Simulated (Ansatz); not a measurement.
Born–Oppenheimer molecular dynamics of a periodic cell of 12 atoms, AgCl (surface AgCl(111)). It goes on from the last frame of an earlier run, with new velocities.

The calculation used DFT LDA, scalar-relativistic, plane waves, PAW in Ansatz. Settings: accuracy low, cutoff 420 eV, k mesh 2x2x1, fermi-dirac smearing 0.05 eV, no spin polarisation.

```json
{"ensemble": "NVT, Langevin thermostat", "time step": "3 fs", "steps asked": "300", "set temperature": "1800 K", "friction": "0.005 /fs", "atoms held": "1 to 4", "seed": "19518"}
```

First frame:

```xyz
12
Lattice="5.3147 0.0000 0.0000 -2.2774 6.1554 0.0000 0.0000 0.0000 16.3286" Properties=species:S:1:pos:R:3
Ag 2.434 5.758 1.714
Ag 2.883 1.895 1.290
Cl 0.206 2.272 1.000
Cl -0.203 5.380 2.003
Ag 1.040 1.737 3.547
Ag -0.708 5.481 4.490
Cl 2.980 3.583 3.137
Cl 4.434 0.379 4.796
Ag 3.729 2.165 6.491
Ag 1.577 4.143 5.579
Cl -0.879 4.553 6.798
Cl 1.264 2.122 6.565
```

Question: What does the run give?

Answer: The run went to its last step.

| Quantity | Value |
| --- | --- |
| steps done | 300 |
| time covered | 900 fs |
| mean temperature over the second half | 1766 K |
| spread of the potential energy over the second half | 29.0 meV per atom |
| mean potential energy of the second half above the start | 111.5 meV per atom |

A run of 0.9 ps of so small a system gives no equilibrium averages. Limits of this set-up: coarse k mesh, thin slab, slab without dipole correction, low accuracy level.

Question: What happens to the structure?

Answer: Mean squared displacements from the first frame to the last: Ag 4.49 Å², Cl 0.87 Å². Another seed would give other details.

Question: How do temperature and energy run in time?

Answer: 
```json
{"time (fs)": "0.0", "T (K)": "1800", "potential energy less start (eV)": "0.000"}
{"time (fs)": "75.0", "T (K)": "994", "potential energy less start (eV)": "0.637"}
{"time (fs)": "150.0", "T (K)": "1469", "potential energy less start (eV)": "0.136"}
{"time (fs)": "225.0", "T (K)": "1479", "potential energy less start (eV)": "0.331"}
{"time (fs)": "300.0", "T (K)": "1257", "potential energy less start (eV)": "0.621"}
{"time (fs)": "375.0", "T (K)": "1767", "potential energy less start (eV)": "0.757"}
{"time (fs)": "450.0", "T (K)": "2062", "potential energy less start (eV)": "0.651"}
{"time (fs)": "525.0", "T (K)": "1223", "potential energy less start (eV)": "0.944"}
{"time (fs)": "600.0", "T (K)": "1422", "potential energy less start (eV)": "0.982"}
{"time (fs)": "675.0", "T (K)": "1150", "potential energy less start (eV)": "1.418"}
{"time (fs)": "750.0", "T (K)": "2410", "potential energy less start (eV)": "1.648"}
{"time (fs)": "825.0", "T (K)": "2014", "potential energy less start (eV)": "1.596"}
{"time (fs)": "900.0", "T (K)": "2031", "potential energy less start (eV)": "1.821"}
```

Time of the run: 13 min on 2 threads of Intel(R) Xeon(R) Platinum 8488C (Sapphire Rapids), with other jobs on the host, peak memory 0.99 GiB.
